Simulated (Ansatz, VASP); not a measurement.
## NaF in VASP and in Ansatz

```
Na F
1.0
     0.00000    2.29100    2.29100
     2.29100    0.00000    2.29100
     2.29100    2.29100    0.00000
Na F
1 1
Direct
  0.00000 0.00000 0.00000
  0.50000 0.50000 0.50000
```

Alike in both runs: task single point; functional PBE; k mesh 9 × 9 × 9; collinear spin.

|  | VASP | Ansatz |
| --- | --- | --- |
| version | VASP 6.6.1 | Ansatz 0.2.0 |
| potentials or method | VASP PAW PBE potentials, release 64 (Na_pv, F) | PAW plane waves |
| plane-wave cutoff (eV) | 520 | 420 |
| occupations | methfessel-paxton of order 1, width 0.2831 eV | cold, width 0.2831 eV |
| valence electrons in the cell | 14 | 16 |

|  | VASP | Ansatz | Ansatz less VASP |
| --- | --- | --- | --- |
| gap on the k mesh at the Fermi level (eV) | 6.49 | 6.50 | +0.009 |
| pressure (GPa) | 3.8 | 4.1 | +0.28 |
| net moment per atom (μB) | 0.00 | 0.00 | 0.000 |

The two sets of potentials don't hold the same shells in valence. Ansatz warned: «no_starting_moments».

Caveats: an odd mesh through Γ misses points on the zone boundary, where band edges often lie. As with any semilocal functional, this PBE gap is likely too small.
